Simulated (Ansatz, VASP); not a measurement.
**SnTe2 in two plane-wave programs**

Wanted: the spread between two codes on one cell, functional and k mesh. The cell is generated by rule, not measured, and may not be a known phase. The cell is taken from a series of runs on this material, whose earlier steps may have relaxed, scaled, displaced or heated it; both programs get it as it stands.

Program: Ansatz 0.2.0. Level of theory: plane waves, with VASP 6.6.1 beside it; single point at PBE. Results are calculated unless marked as measured.

The structure was built from a prototype and need not be the compound's stable phase.

## (1) Starting point

It takes space group P4_2/m (No. 84, tetragonal). Conventional cell: a = 9.981 Å, b = 9.981 Å, c = 4.424 Å, α = 90.00°, β = 90.00°, γ = 90.00°. Sn has 6 Te at 2.74 to 3.42 Å nearest. Te has 3 Sn at 3.15 to 3.42 Å nearest. Nearest to Te lie 3 Sn at 2.74 to 3.10 Å. Farther neighbours and most contacts between anions are not listed.

Coordinates:

```cif
data_structure
_symmetry_space_group_name_H-M 'P4_2/m'
_symmetry_Int_Tables_number 84
_cell_length_a 9.9811
_cell_length_b 9.9811
_cell_length_c 4.4241
_cell_angle_alpha 90.000
_cell_angle_beta 90.000
_cell_angle_gamma 90.000
_cell_volume 440.74
loop_
_atom_site_label
_atom_site_type_symbol
_atom_site_symmetry_multiplicity
_atom_site_Wyckoff_symbol
_atom_site_fract_x
_atom_site_fract_y
_atom_site_fract_z
_atom_site_occupancy
Sn1 Sn 4 j 0.78792 0.24928 0.00000 1
Te1 Te 4 j 0.45117 0.31003 0.00000 1
Te2 Te 4 j 0.94469 0.68997 0.00000 1
```

## (2) VASP: single point, PBE, pair 1

With cell and atoms fixed, the geometry can't cause a difference; cores, projectors, grids and the points listed under the comparison can.

Lines of VASP's logs that name or quote its potential files are left out, and so is its time.

INCAR

```
SYSTEM = SnTe2
PREC = Accurate
ENCUT = 500
EDIFF = 1E-06
NELM = 120
ISMEAR = 1
SIGMA = 0.2
LREAL = .FALSE.
ALGO = Normal
GGA = PE
NBANDS = 64
LORBIT = 11
LWAVE = .FALSE.
LCHARG = .FALSE.
ISIF = 2
LASPH = .TRUE.
GGA_COMPAT = .FALSE.
KPAR = 2
```

POSCAR

```
SnTe2
1.0
    0.0000000000      0.0000000000     -4.4240602484
   -7.0577214653     -7.0577214653      0.0000000000
   -7.0577214653      7.0577214653      0.0000000000
Sn Te
4 8
Direct
    0.0000000000      0.5379160990      0.4992849212
    0.0000000000      0.9620839010      0.0007150788
    0.5000000000      0.9992849212      0.4620839010
    0.5000000000      0.5007150788      0.0379160990
    0.0000000000      0.2011669618      0.5600262844
    0.0000000000      0.6946944191      0.9399737156
    0.0000000000      0.8053055809      0.5600262844
    0.0000000000      0.2988330382      0.9399737156
    0.5000000000      0.0600262844      0.1946944191
    0.5000000000      0.4399737156      0.7011669618
    0.5000000000      0.0600262844      0.7988330382
    0.5000000000      0.4399737156      0.3053055809
```

KPOINTS

```
Automatic mesh
0
Gamma
8 4 4
0 0 0
```

The projector-augmented-wave data sets are Sn_d and Te (PBE family, release 64).

The run is started by

```sh
> mpirun -np 2 vasp_std
```

Numbers of over 12 decimals in the logs are rounded to 6 here.

Output:

```text
[banner, memory and clock lines left out]
running    2 mpi-ranks, on    1 nodes
 distrk:  each k-point on    1 cores,    2 groups
 distr:  one band on    1 cores,    1 groups

 POSCAR found type information on POSCAR SnTe
 POSCAR found :  2 types and      12 ions
 LDA part: xc-table for (Slater+PW92), standard interpolation
 POSCAR, INCAR and KPOINTS ok, starting setup
 FFT: planning ... GRIDC
 FFT: planning ... GRID_SOFT
 FFT: planning ... GRID
 WAVECAR not read
 entering main loop
       N       E                     dE             d eps       ncg     rms          rms(c)
DAV:   1     0.943472974918E+03    0.94347E+03   -0.41616E+04  3840   0.165E+03
DAV:   2     0.113281323886E+03   -0.83019E+03   -0.80646E+03  3984   0.402E+02
DAV:   3    -0.289653579579E+02   -0.14225E+03   -0.13771E+03  4432   0.170E+02
DAV:   4    -0.394255029054E+02   -0.10460E+02   -0.10209E+02  4504   0.453E+01
DAV:   5    -0.398707877332E+02   -0.44528E+00   -0.44275E+00  5376   0.946E+00    0.131E+01
DAV:   6    -0.396010530019E+02    0.26973E+00   -0.67074E-01  4728   0.435E+00    0.905E+00
DAV:   7    -0.396163200450E+02   -0.15267E-01   -0.39328E-01  4912   0.234E+00    0.776E-01
DAV:   8    -0.396010617386E+02    0.15258E-01   -0.68372E-02  4400   0.136E+00    0.721E-01
DAV:   9    -0.396015299939E+02   -0.46826E-03   -0.13502E-02  4864   0.364E-01    0.450E-01
DAV:  10    -0.396024199414E+02   -0.88995E-03   -0.11562E-03  4472   0.121E-01    0.188E-01
DAV:  11    -0.396025804362E+02   -0.16049E-03   -0.70029E-04  4360   0.108E-01    0.647E-02
DAV:  12    -0.396026459995E+02   -0.65563E-04   -0.34154E-04  4936   0.544E-02    0.325E-02
DAV:  13    -0.396026855180E+02   -0.39519E-04   -0.54743E-05  3760   0.215E-02    0.201E-02
DAV:  14    -0.396026863836E+02   -0.86553E-06   -0.32706E-06  3488   0.869E-03
   1 F= -.39602686E+02 E0= -.39602524E+02  d E =-.487225E-03
```

Parts of OUTCAR (step 2):

```text
ion  position               nearest neighbor table
   1  0.000  0.538  0.499-   7 2.74  12 3.10  12 3.10  10 3.15  10 3.15   5 3.42
   2  0.000  0.962  0.001-   6 2.74   9 3.10   9 3.10  11 3.15  11 3.15   8 3.42
   3  0.500  0.999  0.462-   9 2.74   7 3.10   7 3.10   5 3.15   5 3.15  11 3.42
   4  0.500  0.501  0.038-  12 2.74   6 3.10   6 3.10   8 3.15   8 3.15  10 3.42
   5  0.000  0.201  0.560-   3 3.15   3 3.15   1 3.42  11 3.54  10 3.54  10 3.54  11 3.54
   6  0.000  0.695  0.940-   2 2.74   4 3.10   4 3.10
   7  0.000  0.805  0.560-   1 2.74   3 3.10   3 3.10
   8  0.000  0.299  0.940-   4 3.15   4 3.15   2 3.42  11 3.54  10 3.54  10 3.54  11 3.54
   9  0.500  0.060  0.195-   3 2.74   2 3.10   2 3.10
  10  0.500  0.440  0.701-   1 3.15   1 3.15   4 3.42   8 3.54   5 3.54   5 3.54   8 3.54
  11  0.500  0.060  0.799-   2 3.15   2 3.15   3 3.42   8 3.54   5 3.54   5 3.54   8 3.54
  12  0.500  0.440  0.305-   4 2.74   1 3.10   1 3.10

  LATTYP: Found a simple tetragonal cell.
 ALAT       =     9.9811254157
 C/A-ratio  =     0.4432426269

 Subroutine GETGRP returns: Found  8 space group operations
 (whereof  2 operations were pure point group operations)

The static configuration has the point symmetry C_1h.
 The point group associated with its full space group is C_4h.

 Found     30 irreducible k-points:

   k-points           NKPTS =     30   k-points in BZ     NKDIM =     30   number of bands    NBANDS=     64

   dimension x,y,z NGX =    32 NGY =   80 NGZ =   80
   dimension x,y,z NGXF=    64 NGYF=  160 NGZF=  160

   ENCUT  =  500.0 eV  36.75 Ry    6.06 a.u.   8.07 18.20 18.20*2*pi/ulx,y,z

   NELECT =     104.0000    total number of electrons

 k-points in reciprocal lattice and weights: Automatic mesh
   0.00000000  0.00000000  0.00000000       0.008
   0.12500000  0.00000000  0.00000000       0.016
   0.25000000  0.00000000  0.00000000       0.016
   0.37500000  0.00000000  0.00000000       0.016
   0.50000000  0.00000000  0.00000000       0.008
   0.00000000  0.25000000  0.00000000       0.031
   0.12500000  0.25000000  0.00000000       0.062
   0.25000000  0.25000000  0.00000000       0.062
   0.37500000  0.25000000  0.00000000       0.062
[...]
0.37500000  0.50000000  0.50000000       0.016
   0.50000000  0.50000000  0.50000000       0.008

 average (electrostatic) potential at core
       1-102.5622       2-102.5622       3-102.5622       4-102.5622       5 -89.6639
       6 -89.6157       7 -89.6157       8 -89.6639       9 -89.6157      10 -89.6639
      11 -89.6639      12 -89.6157

 E-fermi :   4.7135

 k-point     1 :       0.0000    0.0000    0.0000
  band No.  band energies     occupation
    ...
     49       3.9776      2.00000
     50       3.9776      2.00000
     51       4.0370      2.00002
     52       4.2577      2.00588
     53       4.5857      1.87344
     54       5.0672     -0.03132
     55       5.1682     -0.00600
     56       5.1682     -0.00600
     57       7.0980     -0.00000
     58       7.1085     -0.00000
    ...

 k-point     2 :       0.1250    0.0000    0.0000
  band No.  band energies     occupation
    ...
     48       3.6069      2.00000
     49       4.3702      2.03567
     50       4.3702      2.03567
     51       4.4872      2.06786
     52       4.5391      2.01248
     53       5.0561     -0.03597
     54       5.2760     -0.00051
     55       5.2760     -0.00051
     56       5.4164     -0.00001
     57       6.8642     -0.00000
    ...

 k-point     3 :       0.2500    0.0000    0.0000
  band No.  band energies     occupation
    ...
     48       3.6727      2.00000
     49       4.1947      2.00151
     50       4.2623      2.00642
     51       4.2623      2.00642
     52       4.7438      0.74666
     53       5.3443     -0.00008
     54       5.3473     -0.00007
     55       5.3810     -0.00002
     56       5.3810     -0.00002
     57       6.8526     -0.00000
    ...

  Total        1.3482290      1.3482290     -6.6593165     -0.0000003      0.0000000     -0.0000000
  in kB        4.9011069      4.9011069    -24.2080710     -0.0000013      0.0000000     -0.0000000
  external PRESSURE =      -4.8019524 kB  Pullay stress =       0.0000000 kB

  energy-cutoff  :      500.00
  volume of cell :      440.74
      direct lattice vectors                 reciprocal lattice vectors
     0.000000000  0.000000000 -4.424060248     0.000000000  0.000000000 -0.226036705
    -7.057721465 -7.057721465  0.000000000    -0.070844394 -0.070844394  0.000000000
    -7.057721465  7.057721465  0.000000000    -0.070844394  0.070844394  0.000000000

 POSITION                                       TOTAL-FORCE (eV/Angst)
 -----------------------------------------------------------------------------------
     -7.32028     -0.27265      0.00000         0.736680      0.859511     -0.000000
     -6.79517     -6.78507      0.00000        -0.736680     -0.859511     -0.000000
    -10.31393     -3.79142     -2.21203        -0.859511      0.736680      0.000000
     -3.80151     -3.26631     -2.21203         0.859511     -0.736680     -0.000000
     -5.37229      2.53273      0.00000         0.364912      0.315674     -0.000000
    -11.53703      1.73111      0.00000         0.650626      0.908971     -0.000000
     -9.63613     -1.73111      0.00000        -0.650626     -0.908971     -0.000000
     -8.74315      4.52499      0.00000        -0.364912     -0.315674     -0.000000
     -1.79775      0.95045     -2.21203         0.908971     -0.650626     -0.000000
     -8.05385      1.84343     -2.21203         0.315674     -0.364912     -0.000000
     -6.06159      5.21429     -2.21203        -0.315674      0.364912     -0.000000
     -5.25997     -0.95045     -2.21203        -0.908971      0.650626     -0.000000
 -----------------------------------------------------------------------------------
    total drift:                               -0.000000     -0.000000     -0.000000

  FREE ENERGIE OF THE ION-ELECTRON SYSTEM (eV)
  ---------------------------------------------------
  free  energy   TOTEN  =       -39.6026863836 eV

  energy  without entropy=      -39.6021991586  energy(sigma->0) =      -39.60252398

 total charge
# of ion       s       p       d       tot
------------------------------------------
    1        1.230   0.881  10.000  12.111
    2        1.230   0.881  10.000  12.111
    3        1.230   0.881  10.000  12.111
    4        1.230   0.881  10.000  12.111
    5        1.418   1.824   0.026   3.269
    6        1.403   1.928   0.025   3.356
    7        1.403   1.928   0.025   3.356
    8        1.418   1.824   0.026   3.269
    9        1.403   1.928   0.025   3.356
   10        1.418   1.824   0.026   3.269
   11        1.418   1.824   0.026   3.269
   12        1.403   1.928   0.025   3.356
--------------------------------------------------
tot         16.205  18.534  40.205  74.943

[... 3 further parts left out ...]
```

The run ends at a pressure of -0.48 GPa, with forces up to 1.1 eV/Å.

## (3) Ansatz: single point, PBE, pair 1

Ansatz runs on its default PAW (the set named soft_2) files.

The same cell, functional, mesh and smearing now go to Ansatz, which takes its cutoff from its data sets.

input.yaml

```yaml
crystal:
  lattice:
    - [0.0, 0.0, -4.4240602484]
    - [-7.0577214653, -7.0577214653, 0.0]
    - [-7.0577214653, 7.0577214653, 0.0]
  atoms:
    - { symbol: Sn, position: [0.0, 0.537916099, 0.4992849212] }
    - { symbol: Sn, position: [0.0, 0.962083901, 1.0007150788] }
    - { symbol: Sn, position: [0.5, 0.9992849212, 0.462083901] }
    - { symbol: Sn, position: [0.5, 0.5007150788, 0.037916099] }
    - { symbol: Te, position: [0.0, 0.2011669618, 0.5600262844] }
    - { symbol: Te, position: [0.0, 0.6946944191, -0.0600262844] }
    - { symbol: Te, position: [0.0, 0.8053055809, 0.5600262844] }
    - { symbol: Te, position: [0.0, 0.2988330382, -0.0600262844] }
    - { symbol: Te, position: [0.5, 0.0600262844, 0.1946944191] }
    - { symbol: Te, position: [0.5, 0.4399737156, 0.7011669618] }
    - { symbol: Te, position: [0.5, 0.0600262844, 0.7988330382] }
    - { symbol: Te, position: [0.5, 0.4399737156, 0.3053055809] }
kpoints:
  mp_grid: { grid: [8, 4, 4] }
hamiltonian:
  xc: pbe
scf:
  occupations: { method: methfessel_paxton, width: 0.2 }
output:
  forces: true
  stress: true
  eigenvalues: true
```

The run is started by

```sh
> ansatz run input.yaml --threads 4 --pin off --max-ram 14336MiB --backend cpu --events-out ev --progress --plain --runs-dir out
```

Output:

```text
Engine: ansatz 0.2.0, aarch64-unknown-linux-gnu
Pseudopotentials: kind: paw
Pseudopotential: Sn, paw, valence charge 14, recommended cutoff 420 eV (normal), Sn.paw.azcp
Pseudopotential: Te, paw, valence charge 16, recommended cutoff 420 eV (normal), Te.paw.azcp
Functional definition: PBE
  parameter kappa = 0.804
  parameter beta = 0.066725
  exchange = pbe_x(kappa = kappa, mu = beta*pi^2/3)
  correlation = pbe_c(beta = beta)
Crystal: 12 atoms, lattice volume = 440.738 Å³
Basis set: ecut = 420 eV, 8627 PW (Γ), exchange–correlation on 60×144×144 points (8 copies of the dense FFT grid, shifted against one another)
Bands: 111, of which v1, the nominal top of the filled ones, is band 92 counted from 1 (91 counted from 0)
Symmetry: 8 space group operations
Space group: P42/m (ITA 84), of the structure as read, at distance tolerance 7.6e-5 Å
k-points: 30 of 128
Non-local potential: Sn, projectors of the file, l = 0: 2, l = 1: 2, l = 2: 2, l = 3: 2
Non-local potential: Te, projectors of the file, l = 0: 2, l = 1: 2, l = 2: 2, l = 3: 2
PAW form: soft (Blöchl's): semilocal exchange-correlation on the pseudo side does not see the compensation charge
PAW one-centre angular grid: Sn, 590 points (default); XC on 64 Gauss nodes
PAW one-centre angular grid: Te, 590 points (default); XC on 64 Gauss nodes
Initial density: superposition of atomic densities (neutral atoms: chi_scale 0, normalization atom), corrected by the library's trained network
Initial wavefunctions: pseudopotential atomic-orbital guess
Functional: x = pbe(κ = 0.804, μ = 0.219515), c = pbe(β = 0.066725)
SCF iter   1: F=—  HF=-79935.615697 eV  |F-HF|=—  |Δ(HF+E_count)|=         —  Δρ=3.23e-3  dr2=2.04e-1  ethr=1.77e-3  ⟨swp⟩=7.4  Hψ=13203  notcnv=0
preconditioner: auto → LDOS  [metal: Δε(μ)=0.004 eV  Ē_g=7.902 eV  σ=0.200 eV  W_gap=0.02  n_scr=94 (ndim 8)  ℏωp=14.2 eV  f_vac=0.090  D(μ)=7.60/eV (n_scr^D=38)  β→1.0]
SCF iter   2: F=—  HF=-79935.593054 eV  |F-HF|=—  |Δ(HF+E_count)|=   2.26e-2  S|Δr|=    0.00e0  Δρ=1.31e-3  dr2=1.05e-2  ethr=1.11e-4  ⟨swp⟩=2.6  Hψ=5413  notcnv=0
SCF iter   3: F=—  HF=-79935.591294 eV  |F-HF|=—  |Δ(HF+E_count)|=   1.76e-3  S|Δr|=    0.00e0  Δρ=6.87e-4  dr2=4.43e-3  ethr=5.69e-6  ⟨swp⟩=2.0  Hψ=5405  notcnv=0
SCF iter   4: F=—  HF=-79935.590272 eV  |F-HF|=—  |Δ(HF+E_count)|=   1.02e-3  S|Δr|=    0.00e0  Δρ=2.35e-4  dr2=5.11e-4  ethr=2.41e-6  ⟨swp⟩=2.0  Hψ=4620  notcnv=0
SCF iter   5: F=—  HF=-79935.590165 eV  |F-HF|=—  |Δ(HF+E_count)|=   1.07e-4  S|Δr|=    0.00e0  Δρ=5.60e-5  dr2=3.80e-5  ethr=2.77e-7  ⟨swp⟩=3.0  Hψ=5732  notcnv=0
SCF iter   6: F=—  HF=-79935.590129 eV  |F-HF|=—  |Δ(HF+E_count)|=   3.57e-5  S|Δr|=    0.00e0  Δρ=1.68e-5  dr2=1.65e-6  ethr=2.07e-8  ⟨swp⟩=3.0  Hψ=6510  notcnv=0
SCF iter   7: F=-79935.590129 eV  HF=-79935.590129 eV  |F-HF|=3.43e-8  |Δ(HF+E_count)|=   5.96e-8  S|Δr|=    0.00e0  Δρ=3.47e-6  dr2=5.44e-8  ethr=5.43e-11  ⟨swp⟩=10.8  Hψ=18517  notcnv=0
SCF 1 converged in 7 iterations: F = -79935.590129 eV  dr2 = 5.44e-8
  greatest PAW one-centre occupation: 0.998 electrons in one spin orbital (limit 2), on the Te atom at site 6 (counted from 0), in its partial waves of l = 2
SCF converged after 7 iterations
Stability not checked: this state was not tested for a lower state beside it, because cold or Methfessel-Paxton smearing, or corrected tetrahedra, fill the levels in a way that the test cannot read (fill_not_monotonic; see scf.lower_state_search)
Free energy (F): -79935.590129 eV
Harris-Foulkes:  -79935.590129 eV  (|F-HF|=3.43e-8)
Internal energy: -79935.590146 eV  (E = F + TS)
E sigma→0 (E₀):  -79935.590133 eV
Entropy (-TS):   0.000017 eV (0.001 meV/atom)
Fermi energy:    7.131010 eV
--- Per-component energies (eV) ---
  E_band       = -2795.785619
  E_kinetic    = 2179.133584
  E_local      = -16626.593546  (includes V_loc(G=0)·N_el)
  E_nonlocal   = -2611.453107
  E_hartree    = 9965.312350
  E_xc         = -2517.114522
  E_vxc        = -1206.880847  (∫ρ·V_xc dr)
  E_paw        = -53843.823850  (= ΣΔE_a)
  E_vpaw       = -4460.597166  (= ΣTr[D̂ρ^β])
  E_aug_tail   = -0.001500  (compensation charges beyond the density's cutoff)
  E_ewald      = -16481.049554
  E_smearing   = 0.000017  (= −TS)
  E_closure    = -0.000000  (closes the sum)
  Σ components = -79935.590129   (vs F -79935.590129, Δ=0.00e0)
--- Forces (eV/Å), atoms counted from 1 ---
  atom   1  Sn     0.73433937     0.85545547     0.00000000
  atom   2  Sn    -0.73433937    -0.85545547     0.00000000
  atom   3  Sn    -0.85545547     0.73433937     0.00000000
  atom   4  Sn     0.85545547    -0.73433937     0.00000000
  atom   5  Te     0.36928032     0.31546056     0.00000000
  atom   6  Te     0.64738345     0.90798635     0.00000000
  atom   7  Te    -0.64738345    -0.90798635     0.00000000
  atom   8  Te    -0.36928032    -0.31546056     0.00000000
  atom   9  Te     0.90798635    -0.64738345     0.00000000
  atom  10  Te     0.31546056    -0.36928032     0.00000000
  atom  11  Te    -0.31546056     0.36928032     0.00000000
  atom  12  Te    -0.90798635     0.64738345     0.00000000
  max |Σ_I F_I| component: 2.22e-16 eV/Å
--- Stress (GPa, compression-positive) ---
        0.511198      -0.000000       0.000000
        0.000000       0.511198      -0.000000
        0.000000       0.000000      -2.397970
  P = ⅓ Tr σ = -0.4585 GPa (-4.585 kbar)
--- Band table (eV; the first three rows and the last of 30) ---
  k-point 0: bands = [... 88 lower, 6.3939, 6.3939, 6.4505, 6.6761, 7.0028, 7.4800, 7.5884, 7.5884, ... 15 higher]
  k-point 1: bands = [... 88 lower, 6.3761, 6.4784, 6.6842, 6.9277, 6.9944, 7.3609, 7.5164, 7.8222, ... 15 higher]
  k-point 2: bands = [... 88 lower, 6.4777, 6.6113, 6.8109, 6.9198, 7.0953, 7.3210, 7.5019, 8.0311, ... 15 higher]
  k-point 29: bands = [... 88 lower, 6.5562, 6.5562, 7.0108, 7.0108, 7.5056, 7.5056, 7.5245, 7.5245, ... 15 higher]
```

Reading the cycles: dr2 is the Hartree energy of the density residual (eV), the measure of convergence; HF is the Harris–Foulkes estimate of the energy, which meets the free energy F at convergence.

The run ends at a pressure of -0.46 GPa, with forces up to 1.1 eV/Å.

## (4) Side by side

Known differences besides the potentials themselves: the data sets hold 184 valence electrons in Ansatz (on its default PAW (the set named soft_2) files) and 104 in VASP; the cutoff is 420 eV in Ansatz and 500 eV in VASP. Total energies have different zeros and are not compared.

Both answers:

```csv
quantity,Ansatz,VASP,difference
pressure (GPa),-0.46,-0.48,+0.02
```

Forces on 7 of the 12 atoms, those with the largest forces and the largest differences (eV/Å; atoms numbered as in POSCAR):

```csv
atom,"Ansatz x, y, z","VASP x, y, z"
Sn1,"0.734, 0.855, 0.000","0.737, 0.860, 0.000"
Sn2,"-0.734, -0.855, 0.000","-0.737, -0.860, 0.000"
Sn3,"-0.855, 0.734, 0.000","-0.860, 0.737, 0.000"
Sn4,"0.855, -0.734, 0.000","0.860, -0.737, 0.000"
Te6,"0.647, 0.908, 0.000","0.651, 0.909, 0.000"
Te7,"-0.647, -0.908, 0.000","-0.651, -0.909, 0.000"
Te12,"-0.908, 0.647, 0.000","-0.909, 0.651, 0.000"
```

The forces differ by 2.4 meV/Å r.m.s., which is 0.4 % of the r.m.s. force of 0.554 eV/Å (both taken over all components).

(Continued in part 2 of 2.)

[Lines on the potential files, build, host, timing and source positions are cut from VASP's logs without a mark.]

[Logs are printed without paths, hosts, clocks, repeated set-up lines and the standing remarks that a program may print on its own settings, such as how far it seeks lower states.]

[Hosts, paths, dates, database ids (printed as entryN), source tags and the programs' standing remarks are cut or masked in the printed files.]
